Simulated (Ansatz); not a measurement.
## CdO: pressure and energy less free atoms against volume per atom

Results calculated with Ansatz 0.2.0, not measured. Periodic Kohn-Sham DFT of a crystal at fixed atoms; pressure and stress are positive in compression; the energy is the free energy less that of spherical unpolarised free atoms; site moments are those in the method's own spheres, positive along +z.

Cell of the first row (space group Fm-3m, No. 225):
```
CdO
1.0
      0.0000     2.3002     2.3002
      2.3002     0.0000     2.3002
      2.3002     2.3002     0.0000
Cd O
1 1
Direct
  0.00000 0.00000 0.00000
  0.50000 0.50000 0.50000
```

Settings of every row: method all-electron LAPW; functional PBEsol; relativity scalar; k mesh 11x11x11; filling fermi-dirac; smearing width 0.02 eV; basis error target 0.5 meV/atom; nucleus gaussian.

Atom start moment: 0 on all atoms.

```csv
row,volume per atom (Å³),pressure (GPa),energy less free atoms (eV/atom)
1,12.17,9.71,-4.2556
2,12.429,5.889,-4.2681
3,12.688,2.489,-4.2748
4,12.818,0.931,-4.2762
5,12.947,-0.538,-4.2764
6,13.077,-1.924,-4.2754
7,13.206,-3.232,-4.2733
8,13.465,-5.629,-4.2661
9,13.724,?,?
```

Question: what pressure and energy less free atoms should row 9 give?

Worked fit of pressure. Take u = (V_r/V)^(2/3) − 1 with V_r = 12.883 Å³ an atom, which is twice the finite (Eulerian) strain; such expansions in the strain, on which the Birch-Murnaghan equation of state is built, carry the rest volume and the bulk modulus. The shown rows have u = 0.03869, 0.02421, 0.01022, 0.00338, -0.0033, -0.00991, -0.01637, -0.02903. Least squares give pressure = 0.1795 + 219.095 × u + 675.27 × u² + 734 × u³ GPa; a parabola predicts inner rows, each left out in turn, worse (root mean square 0.0078 against 0.0031 GPa). The rows lie off it by 0.000, -0.001, -0.001, 0.003, -0.002, 0.002, -0.003, 0.001. The pressure vanishes at u = -0.0008, or V = 12.9 Å³ an atom, and there the bulk modulus at fixed shape and fractions is B = −V dP/dV = (2/3)(1 + u) dP/du = 145 GPa. The withheld row has u = -0.04128, so the fit gives 0.1795 + 219.095 × (-0.04128) + 675.27 × (-0.04128)² + 734 × (-0.04128)³ = -7.766 GPa.

The calculation gave -7.761 GPa. The fit lies 0.005 GPa (0.029 % of the column's range) below it; its largest miss of a shown row is 0.003 GPa. This row lies beyond the range of the fit.

Worked fit of energy less free atoms. Take u = (V_r/V)^(2/3) − 1 with V_r = 12.883 Å³ an atom, which is twice the finite (Eulerian) strain; such expansions in the strain, on which the Birch-Murnaghan equation of state is built, carry the rest volume and the bulk modulus. The shown rows have u = 0.03869, 0.02421, 0.01022, 0.00338, -0.0033, -0.00991, -0.01637, -0.02903. Least squares give energy less free atoms = −4.27645 + 0.0265 × u + 13.226 × u² eV/atom; a straight line predicts inner rows, each left out in turn, worse (root mean square 0.0045 against 3.3e-05 eV/atom). All shown rows lie on it to the printed digit. Its lowest point lies at u = -0.0010, or V = 12.9 Å³ an atom, and the curvature there gives the bulk modulus at fixed shape and fractions, B = (4/9)(1 + u)² E″(u)/V = 146 GPa. The withheld row has u = -0.04128, so the fit gives −4.27645 + 0.0265 × (-0.04128) + 13.226 × (-0.04128)² = -4.2550 eV/atom.

The calculation gave -4.2552 eV/atom. The fit lies 0.0002 eV/atom (0.94 % of the column's range) above it; its largest miss of a shown row is 0.0000 eV/atom. This row lies beyond the range of the fit.
